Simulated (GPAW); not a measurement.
Write an ASE script for GPAW 26.7.0 that does the following.

```yaml
Task: single point
Functional: PBE
Potentials_or_basis: GPAW PAW data sets (gpaw-data 1.2.1)
Cutoff: 600 eV
Basis: pw
k_mesh: 12 × 12 × 7
Occupations: gaussian, width 0.026 eV
Spin: collinear spin, ferromagnetic start
Starting_moments: "[2.0, 2.0] μB"
Maxiter: 150
```

Co:

```
Co
1.0
     2.47200    0.00000    0.00000
    -1.23600    2.14081    0.00000
     0.00000    0.00000    4.02114
Co
2
Cartesian
  1.2360 0.7136 3.0159
  0.0000 1.4272 1.0053
```

The input as run:

run.py

```python
from ase import Atoms
from ase.dft.bandgap import bandgap
from ase.io import write
from ase.units import Bohr, GPa
from gpaw import GPAW, PW
from gpaw.elf import elf_from_dft_calculation

atoms = Atoms(['Co', 'Co'],
              cell=[[2.4719999032, 0.0, 0.0],
                    [-1.2359999516, 2.1408147143, 0.0],
                    [0.0, 0.0, 4.02114408]],
              scaled_positions=[[0.6666666667, 0.3333333333, 0.75],
                                [0.3333333333, 0.6666666667, 0.25]],
              pbc=True)
atoms.set_initial_magnetic_moments([2.0, 2.0])

calc = GPAW(mode=PW(600),
            xc='PBE',
            kpts={'size': (12, 12, 7), 'gamma': True},
            occupations={'name': 'methfessel-paxton', 'order': 0, 'width': 0.026000000000000002},
            nbands=21,
            convergence={'density': 1e-05, 'energy': 1e-05},
            maxiter=150,
            txt='gpaw.txt')
atoms.calc = calc
energy = atoms.get_potential_energy()
forces = atoms.get_forces()
stress = atoms.get_stress()
calc.write('gs.gpw')
write('result.traj', atoms)
print(f'Energy: {energy:.6f} eV')
print('Forces (eV/A):')
print(forces.round(4))
print('Stress (GPa):', (stress / GPa).round(3))
print('Moments:', calc.get_magnetic_moments().round(3))
print('Fermi level:', round(calc.get_fermi_level(), 4), 'eV')
print(f'Gap: {bandgap(calc)[0]:.4f} eV, direct: {bandgap(calc, direct=True)[0]:.4f} eV')

# fields on the real-space grid
write('density.cube', atoms, data=calc.get_pseudo_density() * Bohr**3)
write('potential.cube', atoms, data=calc.get_electrostatic_potential())
write('spin.cube', atoms, data=(calc.get_pseudo_density(spin=0) - calc.get_pseudo_density(spin=1)) * Bohr**3)
write('elf.cube', atoms, data=elf_from_dft_calculation(calc).data)
```

Potentials or basis: GPAW PAW data sets (gpaw-data 1.2.1), pw.

Launch:

```bash
$ OMP_NUM_THREADS=1 python run.py
```

It gave:

```yaml
Pressure: 4.8 GPa
Band_gap_on_the_k_mesh: none (metal or under the smearing width)
Net_moment: 3.21 μB per cell
Site_moments: Co +1.68 μB
```

Wall time 26 s on 1 thread of AMD EPYC 9R45 96-Core Processor (Zen 5), with other jobs on the host, peak memory 0.2 GiB.
